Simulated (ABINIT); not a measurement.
Runs of ABINIT 10.8.3 (patched build) on TaN. It takes space group Fm-3m (No. 225, cubic). The conventional cell has a = 4.423 Å, b = 4.423 Å, c = 4.423 Å, α = 90.00°, β = 90.00°, γ = 90.00°. Ta (site symmetry m-3m) is surrounded by 6 N at 2.21 Å. Around N (site symmetry m-3m) lie 6 Ta at 2.21 Å. The cell comes from a database or a generator and needn't be the stable form of this composition.

```tsv
task	level	potentials or basis	spin	cutoff (eV)	fine-grid cutoff	gap on the mesh (eV)	pressure (GPa)
band structure	SOGGA	JTH PAW PBE v2.0	off	680	1278.94 eV	none	-
band structure	r2SCAN	JTH PAW LDA v2.0	off	816	1414.99 eV	none	(a)
band structure	LDA-PZ	JTH PAW LDA v2.0	SOC, no magnetisation	680	1278.94 eV	none	-
band structure	WC	JTH PAW PBE v2.0	off	707	1306.15 eV	none	-9.0
```

Alike in all rows: cell as given; k mesh 10 × 10 × 10; smearing fermi-dirac 0.05 eV.

Question: Fill in the values left out.

Answer: (a) -4.9.

Caveats: the highest band is partly filled, so the run has too few bands; the PAW data sets were made with another functional, which shifts forces and pressure a little (some runs); spin-orbit coupling is left out, which moves the levels of the heavy elements (some runs).

A k mesh can miss the band edges, and rows without SOC leave out spin-orbit coupling on Ta.

A gap of «none» marks a metal or a gap under the smearing width.

Runs at the PBE level aren't shown here.
